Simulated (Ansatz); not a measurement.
Input for Ansatz (plane-wave DFT, PAW):

```yaml
crystal:
  lattice:
    - [6.3058975174, 0.0, 0.0]
    - [-3.1529487587, 5.4610674438, 0.0]
    - [0.0, 0.0, 21.1272323976]
  atoms:
    - { symbol: S, position: [0.6666666667, 0.3333333333, 0.37865821] }
    - { symbol: S, position: [0.6666666667, 0.8333333333, 0.37865821] }
    - { symbol: S, position: [0.1666666667, 0.3333333333, 0.37865821] }
    - { symbol: S, position: [0.1666666667, 0.8333333333, 0.37865821] }
    - { symbol: Mo, position: [0.3333333333, 0.1666666667, 0.4528751375] }
    - { symbol: Mo, position: [0.3333333333, 0.6666666667, 0.4528751375] }
    - { symbol: Mo, position: [0.8333333333, 0.1666666667, 0.4528751375] }
    - { symbol: Mo, position: [0.8333333333, 0.6666666667, 0.4528751375] }
    - { symbol: S, position: [0.6666666667, 0.3333333333, 0.5270912404] }
    - { symbol: S, position: [0.6666666667, 0.8333333333, 0.5270912404] }
    - { symbol: S, position: [0.1666666667, 0.3333333333, 0.5270912404] }
    - { symbol: S, position: [0.1666666667, 0.8333333333, 0.5270912404] }
    - { symbol: H, position: [0.1666666667, 0.8333333333, 0.6245957295], spin: 1.0 }
basis:
  ecutwfc: 420
kpoints:
  mp_grid: { grid: [3, 3, 1] }
hamiltonian:
  xc: pbe
  dispersion: d3bj
scf:
  occupations: { method: gaussian, width: 0.05 }
output:
  forces: true
  eigenvalues: true
  populations: true
  write_density: true
  write_potential: true
  elf: true
  volumetric_format: npy
magnetization:
  spin_polarized: true
relax:
  adjacent_minimum: "off"
  f_tol: 0.04
  max_steps: 100
  constraints: [{ sites: [0, 1, 2, 3] }]
efield:
  axis: 3
  dipole_correction: true
  ramp_width: 0.04
```

Launched with
```bash
ansatz run input.yaml --threads 4 --pin off --max-ram 10240MiB --backend cpu --events-out ev --progress --plain --runs-dir out
```

These are results of DFT PBE+D3(BJ), scalar-relativistic, plane waves, PAW in Ansatz 0.2.0, not measurements.

Abridged output (final results; tables in files aren't shown):

```
WARN: The output density's exchange-correlation potential varies sharply where the density is thin. Do not read a vacuum level from v_tot or v_xc, or from such a field of the output density. On a cell that repeats whose density bears no net charge and no dipole along the vacuum's axis use v_es (v_loc + v_h of the components); under efield.dipole_correction with no amplitude use v_es + v_field, which holds any external_charges[].barrier, or the levels of the report's work_function block, which leave it out; under a non-zero efield.amplitude the vacuum is tilted and has no level; on a cell that repeats and bears such a dipole with no correction it is tilted too, and efield.dipole_correction wi ...
SCF converged after 2 iterations
Stability not checked: this state was not tested for a lower state beside it, because the mixer in use, unlike msr1, does not test its closes by its own steps (another_mixer; see scf.mixing.algorithm and scf.lower_state_search)
Magnetization: 0.5550 μB (52.7775 up, 52.2225 down)
Absolute magnetization: 0.5857 μB (∫|ρ↑−ρ↓|, with the PAW one-centre terms)
Spin contamination: 0.0013 ħ² per cell (⟨S²⟩ above its minimum at these occupations)
Per-site moments (μB) at R_I (Å): [(0.00162166, 0.99147545), (0.00162166, 0.99147545), (0.00162166, 0.99147545), (0.01036627, 0.98709163), (0.07397384, 0.97903108), (0.07397384, 0.97903108), (0.01202671, 0.99147545), (0.07397384, 0.97903108), (0.01672722, 0.99270494), (0.01672722, 0.99270494), (0.01672722, 0.99270494), (0.01355502, 0.58580020), (0.03594023, 0.58580020)]
Free energy (F): -27069.161252 eV
Harris-Foulkes:  -27069.161252 eV  (|F-HF|=1.29e-8)
Internal energy: -27069.154851 eV  (E = F + TS)
E sigma→0 (E₀):  -27069.158051 eV
Entropy (-TS):   -0.006401 eV (-0.492 meV/atom)
Fermi energy:    0.683454 eV
Dipole field:    D = 0.034673 V/Å  (p = 0.139411 e·Å, saw-weighted, corrected)
Work function:   Φ+ = 3.7211 eV   Φ− = 4.4537 eV
Levels:          The Fermi level and band energies are counted from a zero that moves with the ramp; work functions are not
--- Per-component energies (eV) ---
  E_band       = -1791.635529
  E_kinetic    = 2640.683465
  E_local      = -70610.268426  (includes V_loc(G=0)·N_el)
  E_nonlocal   = 798.694032
  E_hartree    = 33810.980028
  E_xc         = -1523.104740
  E_vxc        = -1631.712833  (∫ρ·V_xc dr)
  E_paw        = -17607.114051  (= ΣΔE_a)
  E_vpaw       = -614.583359  (= ΣTr[D̂ρ^β])
  E_aug_tail   = -0.000966  (compensation charges beyond the density's cutoff)
  E_efield     = 0.002417  (sawtooth field / dipole correction)
  E_vefield    = 3.619860  (∫n·V_field dr)
  E_ewald      = 25424.885203
  E_disp       = -3.911813  (pairwise vdW)
  E_smearing   = -0.006401  (= −TS)
--- Forces (eV/Å), atoms counted from 1 ---
  atom   1  S     -0.10918248     0.06303653     0.15278896
  atom   2  S      0.00000000    -0.12607307     0.15278896
  atom   3  S      0.10918248     0.06303653     0.15278896
  atom   4  S      0.00000000     0.00000000    -0.44010745
  atom   5  Mo     0.00000000     0.00136584     0.02402418
  atom   6  Mo     0.00118286    -0.00068292     0.02402418
  atom   7  Mo     0.00000000     0.00000000    -0.00368524
  atom   8  Mo    -0.00118286    -0.00068292     0.02402418
  atom   9  S     -0.01029266     0.00594247    -0.02850296
  atom  10  S      0.00000000    -0.01188494    -0.02850296
  atom  11  S      0.01029266     0.00594247    -0.02850296
  atom  12  S      0.00000000     0.00000000    -0.00030673
  atom  13  H      0.00000000     0.00000000    -0.00083820
--- Band table (eV; the first three rows and the last of 6) ---
  k-point 0 ↑: bands = ["-61.7210", "-61.6842", "-61.6726", "-61.6726", "-36.0459", "-36.0430", "-36.0430", "-35.8936", "-35.8273", "-35.8273", "-35.8141", "-35.7305", "-35.7189", "-35.7189", "-35.6267", "-35.6267", "-15.4843", "-14.3608", "-13.5872", "-13.0779", "-13.0779", "-12.9821", "-12.9228", "-12.9228", "-8.1188", "-6.9157", "-6.9157", "-6.6706", "-6.1916", "-5.9029", "-5.9029", "-5.5709", "-4.9899", "-4.9899", "-4.2367", "-4.1590", "-4.1590", "-3.9775", "-3.4621", "-3.4621", "-2.8675", "-2.8675", "-2.8160", "-2.3713", "-2.3713", "-1.8697", "-1.8697", "-1.8453", "-1.8131", "-1.5915", "-1.5915", "-1.1897", "1.4023", "1.4023", "1.5114", "1.8084", "1.8084", "1.8852", "1.8886", "1.8886",  ...
  k-point 1 ↑: bands = ["-61.7114", "-61.6894", "-61.6770", "-61.6726", "-35.9967", "-35.9924", "-35.9479", "-35.8703", "-35.8466", "-35.8298", "-35.8184", "-35.7775", "-35.7732", "-35.7237", "-35.7009", "-35.6486", "-15.2485", "-14.2573", "-13.6343", "-13.4077", "-13.1576", "-13.1012", "-12.9630", "-12.9072", "-7.9891", "-6.4918", "-6.3279", "-6.1638", "-5.9114", "-5.8897", "-5.7837", "-5.1818", "-4.7719", "-4.7285", "-4.4318", "-4.2801", "-4.1904", "-3.9876", "-3.7686", "-3.6271", "-3.2815", "-3.1512", "-3.0705", "-2.8886", "-2.6746", "-2.6609", "-2.1986", "-2.1933", "-1.9587", "-1.4661", "-1.4259", "-1.3484", "0.6501", "1.2870", "1.2932", "1.3577", "1.3640", "1.6570", "1.6779", "1.8972",  ...
  k-point 2 ↑: bands = ["-61.7029", "-61.6918", "-61.6859", "-61.6698", "-35.9490", "-35.9035", "-35.8961", "-35.8780", "-35.8731", "-35.8488", "-35.8350", "-35.8173", "-35.8143", "-35.7159", "-35.7119", "-35.6881", "-15.1118", "-13.9549", "-13.9142", "-13.5726", "-13.2834", "-13.2787", "-12.9370", "-12.7398", "-7.9238", "-6.4757", "-5.9588", "-5.8473", "-5.6349", "-5.6006", "-5.1073", "-4.8457", "-4.7455", "-4.6604", "-4.6508", "-4.6092", "-4.4916", "-4.2387", "-4.1478", "-4.1384", "-3.9018", "-3.4605", "-2.9840", "-2.8703", "-2.7660", "-2.5333", "-2.0670", "-1.9908", "-1.7651", "-1.7326", "-1.7262", "-0.9134", "0.3711", "0.7580", "0.9241", "0.9475", "1.4697", "1.5491", "1.5641", "1.6908",  ...
  k-point 2 ↓: bands = ["-61.6910", "-61.6291", "-61.6234", "-61.6090", "-35.8968", "-35.8742", "-35.8300", "-35.8276", "-35.8275", "-35.8051", "-35.7759", "-35.7637", "-35.7570", "-35.6790", "-35.6585", "-35.5869", "-15.0483", "-13.9422", "-13.9008", "-13.5567", "-13.2715", "-13.2657", "-12.9141", "-12.7332", "-7.8017", "-6.4470", "-5.9287", "-5.8293", "-5.6150", "-5.5636", "-5.0857", "-4.8189", "-4.7080", "-4.6347", "-4.6282", "-4.5943", "-4.4739", "-4.2146", "-4.1256", "-4.1077", "-3.8840", "-3.4339", "-2.9530", "-2.8300", "-2.7429", "-2.4971", "-2.0496", "-1.9790", "-1.7292", "-1.7042", "-1.6509", "-0.8513", "0.5161", "0.8314", "0.9665", "0.9720", "1.5138", "1.5891", "1.6559", "1.7243",  ...
--- Relaxed structure (8 steps of the walk, 8 accepted, 0 SCFs on fresh bases) ---
  F+E_penalty+E_count = -27069.16125183 eV   max|allowed force component| = 2.850e-2 eV/Å
  atoms:
    - { symbol: S, position: [0.66666666, 0.33333333, 0.37865821] }
    - { symbol: S, position: [0.66666666, 0.83333333, 0.37865821] }
    - { symbol: S, position: [0.16666666, 0.33333333, 0.37865821] }
    - { symbol: S, position: [0.16666666, 0.83333333, 0.37865821] }
    - { symbol: Mo, position: [0.33114220, 0.16228440, 0.45348315] }
    - { symbol: Mo, position: [0.33114220, 0.66885779, 0.45348315] }
    - { symbol: Mo, position: [0.83333333, 0.16666666, 0.45294857] }
    - { symbol: Mo, position: [0.83771559, 0.66885779, 0.45348315] }
    - { symbol: S, position: [0.66768524, 0.33231475, 0.52805943] }
    - { symbol: S, position: [0.66768524, 0.83537048, 0.52805943] }
    - { symbol: S, position: [0.16462951, 0.33231475, 0.52805943] }
    - { symbol: S, position: [0.16666666, 0.83333333, 0.52690053] }
    - { symbol: H, position: [0.16666666, 0.83333333, 0.59411812] }
--- Löwdin populations: 13 sites ---
  site symbol q [e]    m [muB]
     0      S      6.0593     0.0027
     1      S      6.0593     0.0027
     2      S      6.0593     0.0027
     3      S      6.0528     0.0154
     4     Mo     13.7025     0.0970
     5     Mo     13.7025     0.0970
     6     Mo     13.6798     0.0147
     7     Mo     13.7025     0.0970
     8      S      6.1172     0.0261
     9      S      6.1172     0.0261
    10      S      6.1172     0.0261
    11      S      5.8420     0.0467
    12      H      0.9153     0.0822
  spilling = 0.008317 (of n_electrons = 105.000000)
```

The relaxation met its thresholds.

The run took 43 s on 4 threads of Intel(R) Xeon(R) 6975P-C (Granite Rapids) (shared host), peak memory 1.5 GiB.